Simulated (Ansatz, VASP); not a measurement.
## SiC in VASP and in Ansatz

The input INCAR:

```
SYSTEM = SiC
PREC = Accurate
ENCUT = 520
EDIFF = 1E-6
ISMEAR = 0
SIGMA = 0.05
LREAL = .False.
LASPH = .True.
NELM = 100
ALGO = Normal
ISIF = 2
LWAVE = .False.
LCHARG = .False.
GGA = PS
NBANDS = 11
```

KPOINTS

```
Automatic mesh
0
Gamma
  12 12 12
  0 0 0
```

Contents of POSCAR:

```
SiC
1.0
    0.0000000000      2.1853839109      2.1853839109
    2.1853839109      0.0000000000      2.1853839109
    2.1281268524      2.1281268524      0.0572570585
Si C
1 1
Direct
    0.0000000000      0.0000000000      0.0000000000
    0.7500000000      0.7500000000      0.7500000000
```

Input for Ansatz:

```yaml
crystal:
  lattice:
    - [0.0, 2.1853839109, 2.1853839109]
    - [2.1853839109, 0.0, 2.1853839109]
    - [2.1281268524, 2.1281268524, 0.0572570585]
  atoms:
    - { symbol: Si, position: [0.0, 0.0, 0.0] }
    - { symbol: C, position: [0.75, 0.75, 0.75] }
basis:
  ecutwfc: 520.0
kpoints:
  mp_grid: { grid: [12, 12, 12] }
hamiltonian:
  xc: pbesol
  pseudopotentials: { kind: paw, azcp: { folder: soft_1 } }
scf:
  occupations: { method: gaussian, width: 0.05 }
output:
  forces: true
  stress: true
  eigenvalues: true
```

Alike in both runs: task single point; functional PBEsol; k mesh 12 × 12 × 12; occupations gaussian, width 0.05 eV; no spin polarisation.

```csv
,VASP,Ansatz
version,VASP 6.6.1,Ansatz 0.2.0
potentials or method,"VASP PAW PBE potentials, release 64 (Si, C)","scalar-relativistic, plane waves, PAW"
plane-wave cutoff (eV),520,520
valence electrons in the cell,8,8
```

|  | VASP | Ansatz | Ansatz less VASP |
| --- | --- | --- | --- |
| gap on the k mesh at the Fermi level (eV) | 1.03 | 1.04 | +0.014 |
| least direct gap on the mesh (eV) | 4.21 | 4.23 | +0.017 |
| pressure (GPa) | 8.1 | 7.7 | -0.36 |
| largest component of the traceless stress (GPa) | 8.21 | 8.16 | -0.057 |
| rms of the force components (eV/Å) | 0.328 | 0.325 | -0.0030 |

Atom by atom the forces differ by 0.003 eV/Å (rms over components). Ansatz warned: «pseudo_functional_mismatch».

Caveats: the PAW data sets were made with another functional, which shifts forces and pressure a little (VASP). A k mesh can miss the band edges.
